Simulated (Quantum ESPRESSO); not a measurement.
The system is HfB2.

```
Hf B
1.0
     3.14000    0.00000    0.00000
    -1.57000    2.71932    0.00000
     0.00000    0.00000    3.48000
Hf B
1 2
Direct
  0.00000 0.00000 0.00000
  0.66667 0.33333 0.50000
  0.33333 0.66667 0.50000
```

| Quantity | Value |
| --- | --- |
| Program | Quantum ESPRESSO 7.5 |
| Task | single point |
| Functional | PBEsol |
| Potentials or basis | GBRV 1.5 PBEsol |
| Cutoff | 612 eV |
| Density cutoff | 4898 eV |
| k mesh | 10 × 10 × 8 |
| Occupations | fermi-dirac, width 0.05 eV |
| Spin | no spin polarisation |

On this cell: pressure -3.8 GPa; largest force under 0.003 eV/Å; band gap on the k mesh none (metal or under the smearing width).

The same run follows on a disturbed copy (atoms moved at random, drawn with an rms of 0.05 Å):

```
Hf B
1.0
     3.14000    0.00000    0.00000
    -1.57000    2.71932    0.00000
     0.00000    0.00000    3.48000
Hf B
1 2
Direct
  0.00407 0.99622 0.99703
  0.67352 0.34355 0.49131
  0.31739 0.67513 0.48455
```

Question: What does the disturbed cell give?

Answer: The energy (extrapolated to zero smearing) moves by +22.0 meV/atom; pressure -3.0 GPa; largest force 1.328 eV/Å; band gap on the k mesh none (metal or under the smearing width).

Forces on the atoms (eV/Å):
```
Hf  -0.677  0.522 -0.482
B   -0.590 -0.398  0.102
B    1.267 -0.124  0.379
```

Stress tensor (GPa, compression positive):
```
-2.52 -0.30  0.48
-0.30 -3.00 -0.33
 0.48 -0.33 -3.48
```
